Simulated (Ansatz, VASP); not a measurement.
**Sn23Ir13 in two plane-wave programs**

Wanted: the spread between two codes on one cell, functional and k mesh. The structure shown is the end of the VASP relaxation below.

Method: plane waves, with VASP 6.6.1 beside it; single point at PBEsol, in Ansatz 0.2.0.

## 1. The starting structure

The cell holds 36 atoms: 13 Ir and 23 Sn. Cell: a = 8.963 Å, b = 8.963 Å, c = 13.445 Å, α = 60.0°, β = 60.0°, γ = 60.0°. It derives from Sn2Ir. Nearest the centre at fractional (0.375, 0.375, 0.250): Ir13 at 0.01 Å, Ir11 at 2.65 Å, Ir8 at 2.66 Å, Ir5 at 2.66 Å, Ir10 at 2.66 Å, Sn28 at 3.11 Å, Sn31 at 3.11 Å, Sn34 at 3.11 Å.

## 2. VASP: relaxation, PBEsol

This run makes the geometry at which the two programs are then compared.

Lines of VASP's logs that name or quote its potential files are left out, and so is its time.

File INCAR:

```
SYSTEM = Sn23Ir13
PREC = Normal
ENCUT = 300
EDIFF = 1E-05
NELM = 120
ISMEAR = 1
SIGMA = 0.2
LREAL = Auto
ALGO = Fast
GGA = PS
NBANDS = 136
ISPIN = 2
MAGMOM = 0 0 0 0 0.6 0 0 0 0 0.6 0.6 0 0.6 0 0 0 0 0 0 0 0 0 0 0 0 0 0 0 0 0 0 0 0 0 0 0
LASPH = .TRUE.
LMAXMIX = 4
LORBIT = 11
LWAVE = .FALSE.
LCHARG = .TRUE.
KPAR = 4
NCORE = 2
IBRION = 2
NSW = 50
ISIF = 2
EDIFFG = -0.03
POTIM = 0.4
MAXMIX = 40
ISYM = 2
```

File POSCAR:

```
Sn23Ir13
1.0
    0.0000000000      6.3380000000      6.3380000000
    6.3380000000      0.0000000000      6.3380000000
    9.5070000000      9.5070000000      0.0000000000
Ir Sn
13 23
Direct
    0.0000000000      0.0000000000      0.0000000000
    0.0000000000      0.0000000000      0.3333333300
    0.0000000000      0.0000000000      0.6666666700
    0.0000000000      0.5000000000      0.0000000000
    0.0000000000      0.5000000000      0.3333333300
    0.0000000000      0.5000000000      0.6666666700
    0.5000000000      0.0000000000      0.0000000000
    0.5000000000      0.0000000000      0.3333333300
    0.5000000000      0.0000000000      0.6666666700
    0.5000000000      0.5000000000      0.0000000000
    0.5000000000      0.5000000000      0.3333333300
    0.5000000000      0.5000000000      0.6666666700
    0.3750000000      0.3750000000      0.2500000000
    0.3750000000      0.3750000000      0.5833333300
    0.3750000000      0.3750000000      0.9166666700
    0.3750000000      0.8750000000      0.2500000000
    0.3750000000      0.8750000000      0.5833333300
    0.3750000000      0.8750000000      0.9166666700
    0.8750000000      0.3750000000      0.2500000000
    0.8750000000      0.3750000000      0.5833333300
    0.8750000000      0.3750000000      0.9166666700
    0.8750000000      0.8750000000      0.2500000000
    0.8750000000      0.8750000000      0.5833333300
    0.8750000000      0.8750000000      0.9166666700
    0.1250000000      0.1250000000      0.0833333300
    0.1250000000      0.1250000000      0.4166666700
    0.1250000000      0.1250000000      0.7500000000
    0.1250000000      0.6250000000      0.0833333300
    0.1250000000      0.6250000000      0.4166666700
    0.1250000000      0.6250000000      0.7500000000
    0.6250000000      0.1250000000      0.0833333300
    0.6250000000      0.1250000000      0.4166666700
    0.6250000000      0.1250000000      0.7500000000
    0.6250000000      0.6250000000      0.0833333300
    0.6250000000      0.6250000000      0.4166666700
    0.6250000000      0.6250000000      0.7500000000
```

File KPOINTS:

```
Automatic mesh
0
Gamma
3 3 2
0 0 0
```

PAW data sets: Ir and Sn (PBE family, release 64).

On the command line:

```
$ mpirun -np 8 vasp_std
```

Numbers of over 12 decimals in the logs are rounded to 6 here.

The log of the run:

```text
[banner, memory and clock lines left out]
running    8 mpi-ranks, on    1 nodes
[...]
|                                                                             |
|               ----> ADVICE to this user running VASP <----                  |
|                                                                             |
|     You enforced a specific xc type in the INCAR file but a different       |
|     [... a line on the potential file left out ...]
|     I HOPE YOU KNOW WHAT YOU ARE DOING!                                     |
|                                                                             |

 LDA part: xc-table for (Slater+PW92), standard interpolation
 POSCAR, INCAR and KPOINTS ok, starting setup
[...]
entering main loop
       N       E                     dE             d eps       ncg     rms          rms(c)
DAV:   1     0.972881658267E+03    0.97288E+03   -0.58503E+04  5440   0.847E+02
DAV:   2    -0.139568134207E+03   -0.11124E+04   -0.10335E+04  5896   0.289E+02
[...]
RMM:  19    -0.235155906302E+03   -0.91980E-06   -0.11909E-04  5347   0.195E-02    0.542E-02
RMM:  20    -0.235155895655E+03    0.10646E-04   -0.38511E-05  4101   0.124E-02    0.103E-02
RMM:  21    -0.235155898288E+03   -0.26326E-05   -0.64765E-06  3285   0.848E-03
   1 F= -.23515590E+03 E0= -.23514735E+03  d E =-.235156E+03  mag=    -0.0003
[... from here on, the cycles between the ionic steps are left out ...]
   2 F= -.23532441E+03 E0= -.23531577E+03  d E =-.168516E+00  mag=     0.0002
   3 F= -.23541557E+03 E0= -.23540713E+03  d E =-.259676E+00  mag=    -0.0003
   4 F= -.23541827E+03 E0= -.23540993E+03  d E =-.262377E+00  mag=    -0.0004
   5 F= -.23541824E+03 E0= -.23540987E+03  d E =-.262343E+00  mag=    -0.0002
   6 F= -.23542804E+03 E0= -.23541999E+03  d E =-.979773E-02  mag=     0.0005
   7 F= -.23543204E+03 E0= -.23542443E+03  d E =-.138023E-01  mag=     0.0011
   8 F= -.23543203E+03 E0= -.23542439E+03  d E =-.137844E-01  mag=     0.0013
   9 F= -.23543202E+03 E0= -.23542440E+03  d E =-.137826E-01  mag=     0.0007
  10 F= -.23543357E+03 E0= -.23542602E+03  d E =-.154381E-02  mag=    -0.0008
  11 F= -.23543393E+03 E0= -.23542643E+03  d E =-.190927E-02  mag=    -0.0004
[...]
reached required accuracy - stopping structural energy minimisation
```

From OUTCAR (step 2):

```text
  Total       -5.4621283     -5.4620875     -6.1118960      0.6178844     -0.4026885     -0.4025534
  in kB      -11.4576227    -11.4575373    -12.8206066      1.2961040     -0.8446988     -0.8444154
  external PRESSURE =     -11.9119222 kB  Pullay stress =       0.0000000 kB

 POSITION                                       TOTAL-FORCE (eV/Angst)
 -----------------------------------------------------------------------------------
      6.33853      6.33853     12.65379         0.009563      0.009553      0.012013
      9.51505      9.51505     12.66710         0.002517      0.002513     -0.000477
      6.33054      6.33054      0.01139         0.004121      0.004133      0.005899
      3.18860      6.33666      9.50538        -0.013929      0.005168     -0.009392
      6.28821      3.21806      3.22206         0.002459      0.000734     -0.000737
      9.49871      6.33202      3.17848         0.003804      0.010664     -0.007236
      6.33666      3.18860      9.50538         0.005163     -0.013933     -0.009381
      3.21806      6.28820      3.22207         0.000709      0.002505     -0.000799
      6.33202      9.49871      3.17848         0.010663      0.003802     -0.007245
      3.21607      3.21607      6.29285        -0.005854     -0.005853      0.001838
      6.28363      6.28363      6.28296         0.000717      0.000709     -0.009518
      9.49973      9.49973      6.34231        -0.001223     -0.001247     -0.005901
      4.75800      4.75801      4.75261         0.000141      0.000130      0.001920
      7.91825      7.91825      4.77287         0.008697      0.008689      0.019829
[...]
-----------------------------------------------------------------------------------
    total drift:                               -0.016038     -0.016009     -0.007870

  FREE ENERGIE OF THE ION-ELECTRON SYSTEM (eV)
  ---------------------------------------------------
  free  energy   TOTEN  =      -235.4339333758 eV

  energy  without entropy=     -235.4114300457  energy(sigma->0) =     -235.42643227

 reached required accuracy - stopping structural energy minimisation

 magnetization (x)
# of ion       s       p       d       tot
------------------------------------------
    1        0.000  -0.000   0.000   0.000
    2       -0.000  -0.000   0.000   0.000
    3       -0.000  -0.000   0.000   0.000
    4       -0.000  -0.000   0.000   0.000
    5        0.000  -0.000   0.000   0.000
    6        0.000  -0.000   0.000   0.000
    7       -0.000  -0.000   0.000   0.000
    8       -0.000  -0.000   0.000   0.000
    9        0.000  -0.000   0.000   0.000
   10       -0.000  -0.000  -0.000  -0.000
   11        0.000  -0.000   0.000  -0.000
   12        0.000  -0.000   0.000   0.000
   13       -0.000  -0.000  -0.000  -0.000
[...]
--------------------------------------------------
tot          0.000  -0.000   0.000  -0.000

[... 3 further parts left out ...]
[key lines of the parts left out:]
E-fermi :   6.5778
```

The data set Sn keeps the semicore shell frozen, which is cheaper and a little less accurate.

(Part 1 of 2 ends here.)

[Lines on the potential files, build, host, timing and source positions are cut from VASP's logs without a mark.]

[Logs are printed without paths, hosts, clocks, repeated set-up lines and the standing remarks that a program may print on its own settings, such as how far it seeks lower states.]

[Hosts, paths, dates, database ids (printed as entryN), source tags and the programs' standing remarks are cut or masked in the printed files.]
